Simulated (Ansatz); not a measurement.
**MnAs (zincblende): how the settings move a single-point run**

How sensitive is a single-point run of MnAs (zincblende) to its settings? A reference run comes first, then five runs with altered input.

Method: reference: DFT PBE, scalar-relativistic, plane waves, PAW, in Ansatz 0.2.0.

1 further run of the same task is left out (set aside as unsound or not needed). Runs told in other sessions of the task aren't counted.

**1. The system as given**

It takes space group F-43m (No. 216, cubic). Conventional cell: a = 5.660 Å, b = 5.660 Å, c = 5.660 Å, α = 90.00°, β = 90.00°, γ = 90.00°. Mn (site symmetry -43m) has 4 As at 2.45 Å in its first shell of neighbours. As (site symmetry -43m) has 4 Mn at 2.45 Å in its first shell of neighbours.

Structure file:

```cif
data_structure
_symmetry_space_group_name_H-M 'F-43m'
_symmetry_Int_Tables_number 216
_cell_length_a 5.6599
_cell_length_b 5.6599
_cell_length_c 5.6599
_cell_angle_alpha 90.000
_cell_angle_beta 90.000
_cell_angle_gamma 90.000
_cell_volume 181.31
loop_
_atom_site_label
_atom_site_type_symbol
_atom_site_symmetry_multiplicity
_atom_site_Wyckoff_symbol
_atom_site_fract_x
_atom_site_fract_y
_atom_site_fract_z
_atom_site_occupancy
Mn1 Mn 4 a 0.00000 0.00000 0.00000 1
As1 As 4 d 0.25000 0.25000 0.75000 1
```

**2. Reference**

Input file input.yaml:

```yaml
crystal:
  lattice:
    - [0.0, 2.8299541856, 2.8299541856]
    - [2.8299541856, 0.0, 2.8299541856]
    - [2.8299541856, 2.8299541856, 0.0]
  atoms:
    - { symbol: Mn, position: [0.0, 0.0, 0.0], spin: 3.89 }
    - { symbol: As, position: [0.25, 0.25, 0.25] }
basis:
  ecutwfc: 420
  ecutrho_ratio: 4
kpoints:
  mp_grid: { grid: [12, 12, 12] }
hamiltonian:
  xc: pbe
scf:
  occupations: { method: gaussian, width: 0.05 }
output:
  forces: true
  stress: true
  eigenvalues: true
  populations: true
magnetization:
  spin_polarized: true
```

Run with:

```
$ ansatz run input.yaml --threads 2 --pin off --max-ram 2662MiB --backend cpu --events-out ev --progress --plain --runs-dir out
```

**3. Changing settings: xc pbesol, occupations.method methfessel_paxton, occupations.width 0.025, lower_state_search light**

Input file input.yaml:

```yaml
crystal:
  lattice:
    - [0.0, 2.8299541856, 2.8299541856]
    - [2.8299541856, 0.0, 2.8299541856]
    - [2.8299541856, 2.8299541856, 0.0]
  atoms:
    - { symbol: Mn, position: [0.0, 0.0, 0.0], spin: 3.5 }
    - { symbol: As, position: [0.25, 0.25, 0.25] }
basis:
  ecutwfc: 420
  ecutrho_ratio: 4
kpoints:
  mp_grid: { grid: [12, 12, 12] }
hamiltonian:
  xc: pbesol
scf:
  occupations: { method: methfessel_paxton, width: 0.025 }
  lower_state_search: light
output:
  forces: true
  stress: true
magnetization:
  spin_polarized: true
```

**4. Variant: mixing.algorithm anderson, mixing.beta 0.1, mixing.ndim 8**

Edit input.yaml of step 2 so:

```diff
@@ -6,3 +6,3 @@
   atoms:
-    - { symbol: Mn, position: [0.0, 0.0, 0.0], spin: 3.89 }
+    - { symbol: Mn, position: [0.0, 0.0, 0.0], spin: 3.5 }
     - { symbol: As, position: [0.25, 0.25, 0.25] }
@@ -17,2 +17,3 @@
   occupations: { method: gaussian, width: 0.05 }
+  mixing: { algorithm: anderson, beta: 0.1, ndim: 8 }
 output:
@@ -20,4 +21,2 @@
   stress: true
-  eigenvalues: true
-  populations: true
 magnetization:
```

**5. Changed: pseudopotentials.kind paw, pseudopotentials.source jth**

Edit input.yaml of step 2 so:

```diff
@@ -6,3 +6,3 @@
   atoms:
-    - { symbol: Mn, position: [0.0, 0.0, 0.0], spin: 3.89 }
+    - { symbol: Mn, position: [0.0, 0.0, 0.0], spin: 3.5 }
     - { symbol: As, position: [0.25, 0.25, 0.25] }
@@ -15,2 +15,3 @@
   xc: pbe
+  pseudopotentials: { kind: paw, source: jth }
 scf:
@@ -20,4 +21,6 @@
   stress: true
-  eigenvalues: true
-  populations: true
+  write_density: true
+  write_potential: true
+  elf: true
+  volumetric_format: npy
 magnetization:
```

**6. Variant: ecutwfc 350 eV, hubbard.sites [{species: Mn, l: d, u_eff: 3.0}], hubbard.double_counting fll, occupations.method tetrahedron_uncorrected, width left out**

Input file input.yaml:

```yaml
crystal:
  lattice:
    - [0.0, 2.8299541856, 2.8299541856]
    - [2.8299541856, 0.0, 2.8299541856]
    - [2.8299541856, 2.8299541856, 0.0]
  atoms:
    - { symbol: Mn, position: [0.0, 0.0, 0.0], spin: 3.5 }
    - { symbol: As, position: [0.25, 0.25, 0.25] }
basis:
  ecutwfc: "350 eV"
  ecutrho_ratio: 4
kpoints:
  mp_grid: { grid: [12, 12, 12] }
hamiltonian:
  xc: pbe
  hubbard: { sites: [{ species: Mn, l: d, u_eff: 3.0 }], double_counting: fll }
scf:
  occupations: { method: tetrahedron_uncorrected }
output:
  forces: true
  stress: true
  write_density: true
  write_potential: true
  elf: true
  volumetric_format: npy
magnetization:
  spin_polarized: true
```

**7. Changed: hubbard.sites [{species: Mn, l: d, u_eff: 6.0}], hubbard.double_counting fll, accuracy high**

Edit input.yaml of step 2 so:

```diff
@@ -6,3 +6,3 @@
   atoms:
-    - { symbol: Mn, position: [0.0, 0.0, 0.0], spin: 3.89 }
+    - { symbol: Mn, position: [0.0, 0.0, 0.0], spin: 3.5 }
     - { symbol: As, position: [0.25, 0.25, 0.25] }
@@ -15,2 +15,3 @@
   xc: pbe
+  hubbard: { sites: [{ species: Mn, l: d, u_eff: 6.0 }], double_counting: fll }
 scf:
@@ -20,5 +21,4 @@
   stress: true
-  eigenvalues: true
-  populations: true
 magnetization:
   spin_polarized: true
+accuracy: high
```

Before running it: what results should come out? Wanted: for each run, ending; energy change; pressure; gap; abs. moment; force.

**Answer**, as computed:

```csv
run,ending,energy change,pressure (GPa),gap (eV),abs. moment (μB),force (eV/Å),cycles,time
reference,converged,0,0.0,0.00,4.13,0.00,12,12 s
"1: xc pbesol, occupations.method methfessel_paxton, occupations.width 0.025, lower_state_search light",converged,not comparable,-3.4,0.00,4.09,0.00,13,11 s
"2: mixing.algorithm anderson, mixing.beta 0.1, mixing.ndim 8",converged,0.0 meV/atom,0.0,0.00,4.13,0.00,22,16 s
"3: pseudopotentials.kind paw, pseudopotentials.source jth",converged,not comparable,0.1,0.00,4.12,0.00,13,12 s
"4: ecutwfc 350 eV, hubbard.sites [{species: Mn, l: d, u_eff: 3.0}], hubbard.double_counting fll, occupations.method tetrahedron_uncorrected, width left out",converged,+569.3 meV/atom (σ→0) (Hubbard term changed: no physical gain or loss),6.5,0.00,4.80,0.00,16,13 s
"5: hubbard.sites [{species: Mn, l: d, u_eff: 6.0}], hubbard.double_counting fll, accuracy high",converged,+922.8 meV/atom (Hubbard term changed: no physical gain or loss),10.5,0.00,5.13,0.00,14,15 s
```

Times don't compare one to one where runs were asked for different outputs or read a saved state (see the inputs); cycles may leave out searches for a lower state.

Residual by cycle in the longest SCF loop of each run; runs are numbered as in the table. The quantity is the density residual dr2, in eV.

```csv
cycle,reference,run 1,run 2,run 3,run 4,run 5
1,0.534,0.592,0.534,4.31,0.423,0.419
3,0.0618,0.0483,0.226,0.205,0.0585,0.0528
5,0.022,0.0105,0.0916,0.00191,0.00616,0.00741
7,5.4e-4,4.1e-4,0.00957,3.6e-4,9.7e-5,8.5e-5
9,7.1e-6,1.3e-5,0.00176,7.8e-6,1.7e-5,1.4e-4
11,6.5e-8,6.3e-6,5.9e-4,3.6e-7,3.8e-6,8.0e-8
12,2.6e-8,2.8e-7,6.1e-4,9.4e-9,8.7e-7,7.7e-9
14,-,-,1.7e-5,-,3.5e-8,2.4e-12
16,-,-,5.8e-6,-,2.6e-11,-
18,-,-,4.5e-7,-,-,-
20,-,-,1.2e-7,-,-,-
22,-,-,2.5e-8,-,-,-
```

«mixing.algorithm anderson, mixing.beta 0.1, mixing.ndim 8» leaves the energy as it was. Runs 3 and 4 ran under the cutoff that the potentials recommend, as the log warns, so basis error is mixed into their values, and swamps them where the cutoff is far short. A changed U is a change of model: its shifts are not errors of convergence.
